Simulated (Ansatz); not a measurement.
H: course of a relaxation

All numbers below come from DFT r2SCAN, scalar-relativistic, plane waves, PAW (Ansatz). Run with 500 eV cutoff, 9×9×4 k-mesh, Gaussian smearing of 0.02 eV, no spin polarisation.

What was changed: biaxial strain in the a-b plane, c and atoms relaxed: +6.0 %.

Command:

```bash
ansatz run input.yaml --threads 1 --pin off --max-ram 2560MiB --backend cpu --events-out ev --progress --plain --runs-dir out
```

Input:

```yaml
crystal:
  lattice:
    - [4.1094475205, 0.0, 0.0]
    - [-2.0547237602, 3.5588859483, 0.0]
    - [0.0, 0.0, 5.2369725783]
  atoms:
    - { symbol: H, position: [0.3333333333, 0.6666666667, 0.1870316952] }
    - { symbol: H, position: [0.6666666667, 0.3333333333, 0.6870316952] }
    - { symbol: H, position: [0.6666666667, 0.3333333333, 0.8129683048] }
    - { symbol: H, position: [0.3333333333, 0.6666666667, 0.3129683048] }
basis:
  ecutwfc: 500
kpoints:
  mp_grid: { grid: [9, 9, 4] }
hamiltonian:
  xc: r2scan
scf:
  occupations: { method: gaussian, width: 0.02 }
output:
  forces: true
  stress: true
  eigenvalues: true
relax:
  adjacent_minimum: "off"
  f_tol: 0.008
  max_steps: 40
  cell: { stress_tol: 0.015, fix: [a, b, gamma] }
```

F is the free energy. Steps run on the plane waves of an earlier cell, but the last one, and at times one on the way, on a freshly chosen basis, so a repeated geometry can differ a little in energy. The held parts of the cell keep their stress, so P needn't end at zero.

Steps:

```
step F − F(1) (eV) largest force component (eV/Å) V (Å³/atom) P (GPa)
   1         0.0000                           3.918       19.148     3.64
   2        -0.2869                           0.512       19.195     0.55
   3        -0.2935                           0.095       19.313     0.12
   4        -0.2938                           0.026       19.382     0.00
   5        -0.2939                           0.000       19.604     0.02
   6        -0.2935                           0.107       20.540     0.10
   7        -0.2940                           0.008       20.198     0.02
   8        -0.2939                           0.007       20.346     0.01
   9        -0.2939                           0.004       20.485     0.01
  10        -0.2939                           0.000       20.495     0.00
  11        -0.2951                           0.002       20.495     0.02
  12        -0.2951                           0.023       21.085     0.04
  13        -0.2950                           0.025       21.483     0.03
  14        -0.2950                           0.005       21.514     0.01
  15        -0.2950                           0.000       21.536     0.01
  16        -0.2949                           0.001       21.559     0.01
  17        -0.2958                           0.002       21.559     0.02
  18        -0.2957                           0.020       22.059     0.03
  19        -0.2955                           0.020       22.341     0.03
  20        -0.2955                           0.000       22.402     0.01
  21        -0.2961                           0.001       22.402     0.01
```

Relaxed structure:

```xyz
4
Lattice="4.1094 0.0000 0.0000 -2.0547 3.5589 0.0000 0.0000 0.0000 6.1270" Properties=species:S:1:pos:R:3 pbc="T T T"
H     0.0000    2.3726    1.1611
H     2.0547    1.1863    4.2245
H     2.0547    1.1863    4.9659
H     0.0000    2.3726    1.9024
```

It takes space group P6_3/mmc (No. 194, hexagonal). The conventional cell has a = 4.109 Å, b = 4.109 Å, c = 6.127 Å, α = 90.00°, β = 90.00°, γ = 120.00°. H (site symmetry 3m) is surrounded by 1 H at 0.74 Å.

The run converged. Time: 59 s on 1 thread of Arm Neoverse V2 (shared host), peak memory 0.32 GiB.